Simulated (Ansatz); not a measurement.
This geometry of a periodic cell of 21 atoms, Al₂₀P (surface Al(110), adsorbate P) is a first-order saddle point. Atoms 1 to 8 are held.

Computed with DFT PBEsol, scalar-relativistic, plane waves, PAW in Ansatz 0.2.0. Settings: PAW set soft_1, cutoff 420 eV, k mesh 3x4x1, fermi-dirac smearing 0.1 eV, no spin polarisation.

```xyz
21
Lattice="8.1000 0.0000 0.0000 0.0000 5.7276 0.0000 0.0000 0.0000 18.7276" Properties=species:S:1:pos:R:3
Al 0.000 0.000 1.000
Al 4.050 0.000 1.000
Al 0.000 2.864 1.000
Al 4.050 2.864 1.000
Al 2.025 1.432 2.432
Al 6.075 1.432 2.432
Al 2.025 4.296 2.432
Al 6.075 4.296 2.432
Al -0.001 0.000 3.790
Al 4.051 0.000 3.791
Al -0.012 2.864 3.807
Al 4.062 2.864 3.806
Al 2.025 1.407 5.099
Al 6.075 1.349 5.275
Al 2.025 4.322 5.098
Al 6.075 4.378 5.280
Al 0.206 0.001 6.525
Al 3.843 0.001 6.525
Al 0.315 2.866 6.603
Al 3.734 2.865 6.602
P -2.026 2.853 7.151
```

Question: Which two structures does it join? (They come from a converged band through this point; their orientation in space is the band's.)

Answer: Contacts lost: Al14–P21. Contacts made: Al16–P21. The atom that moves furthest is P21, by 2.86 Å.

First end point:

```xyz
21
Lattice="8.1000 0.0000 0.0000 0.0000 5.7276 0.0000 0.0000 0.0000 18.7276" Properties=species:S:1:pos:R:3
Al 0.000 0.000 1.000
Al 4.050 0.000 1.000
Al 0.000 2.864 1.000
Al 4.050 2.864 1.000
Al 2.025 1.432 2.432
Al 6.075 1.432 2.432
Al 2.025 4.296 2.432
Al 6.075 4.296 2.432
Al 0.039 0.000 3.795
Al 4.011 0.000 3.795
Al 0.039 2.864 3.795
Al 4.011 2.864 3.795
Al 2.024 1.432 5.406
Al 6.074 1.432 5.003
Al 2.024 4.296 5.237
Al 6.075 4.296 5.074
Al -0.085 -0.051 6.526
Al 4.134 -0.053 6.526
Al -0.085 2.915 6.526
Al 4.134 2.916 6.526
P -2.033 1.432 7.367
```

Last end point:

Only the atoms that move by more than 0.05 Å are listed.
```
Al13 2.024 1.432 5.237
Al14 6.075 1.432 5.074
Al15 2.024 4.296 5.406
Al16 6.074 4.296 5.003
Al17 -0.085 0.051 6.526
Al18 4.134 0.052 6.526
Al19 -0.085 2.812 6.526
Al20 4.134 2.811 6.526
P21 -2.033 4.295 7.367
```

Question: How far does it lie above each of them?

Answer: 0.44 eV above the first and 0.44 eV above the second. This is the barrier of this one path; another mechanism may lie lower. Limits of this set-up: coarse k mesh, thin slab, slab without dipole correction, odd electron count without spin, PAW files made for another functional.

The run took 8 min on 2 threads of Intel(R) Xeon(R) 6975P-C (Granite Rapids) (shared host), peak memory 2.1 GiB.
